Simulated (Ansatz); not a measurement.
# Ge: the cost of one run

Computed with Ansatz 0.2.0 (DFT r2SCAN, scalar-relativistic, plane waves, PAW, unless a step's input says otherwise).

### Step 1. The system as given

It takes space group P6/mmm (No. 191, hexagonal). The conventional cell has a = 3.061 Å, b = 3.061 Å, c = 2.861 Å, α = 90.00°, β = 90.00°, γ = 120.00°. Ge (site symmetry 6/mmm) is surrounded by 8 Ge at 2.86 to 3.06 Å.

As a file:

```
Ge
1.0
     3.06144    0.00000    0.00000
    -1.53072    2.65129    0.00000
     0.00000    0.00000    2.86053
Ge
1
Cartesian
  0.0000 0.0000 0.0000
```

This is candidate A: simple hexagonal type (P6/mmm, No. 191).

(A quick probe on a coarse mesh, which set the mesh and smearing, is not shown.)

### Step 3. Rough relaxation on the coarse mesh (candidate A)

File input.yaml:

```yaml
crystal:
  lattice:
    - [3.0614416627, 0.0, 0.0]
    - [-1.5307208313, 2.6512862521, 0.0]
    - [0.0, 0.0, 2.8605345535]
  atoms:
    - { symbol: Ge, position: [0.0, 0.0, 0.0] }
basis:
  ecutwfc: 500
kpoints:
  mp_grid: { grid: [6, 6, 6] }
hamiltonian:
  xc: r2scan
scf:
  occupations: { method: gaussian, width: 0.1 }
  lower_state_search: "off"
output:
  forces: true
  stress: true
  eigenvalues: true
relax:
  adjacent_minimum: "off"
  f_tol: 0.04
  max_steps: 70
  cell: { stress_tol: 0.4 }
```

What time and memory should one allow on 1 thread of an x86-64 CPU, shared host?

About 8.4 s, with a peak of 0.4 GiB.
